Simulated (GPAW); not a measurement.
Crystal: Ge.

```
CELL_PARAMETERS angstrom
-2.57449 2.57449 1.39741
2.57449 -2.57449 1.39741
2.57449 2.57449 -1.39741
ATOMIC_POSITIONS crystal
Ge 0.50000 0.50000 0.00000
Ge 0.25000 0.75000 0.50000
```

This isn't the form of Ge at room conditions, which is diamond.

Program: GPAW 26.7.0. Alike in all runs: task single point; no spin polarisation; cell as given; k mesh 11 × 11 × 11; cutoff (eV) 600.

Q: Order these runs on this cell by their pressure, lowest first.
A. level PBEsol; potentials or basis PAW data sets generated in the run's folder for this functional, pw; smearing gaussian 0.02 eV
B. level LDA; potentials or basis the program's PAW data sets (release 1.2.1) made for this functional, pw; smearing gaussian 0.1 eV
C. level PBE; potentials or basis GPAW PAW data sets (gpaw-data 1.2.1), pw; smearing gaussian 0.016 eV

A: B (-2.5 GPa), A (-0.7 GPa), C (3.1 GPa).
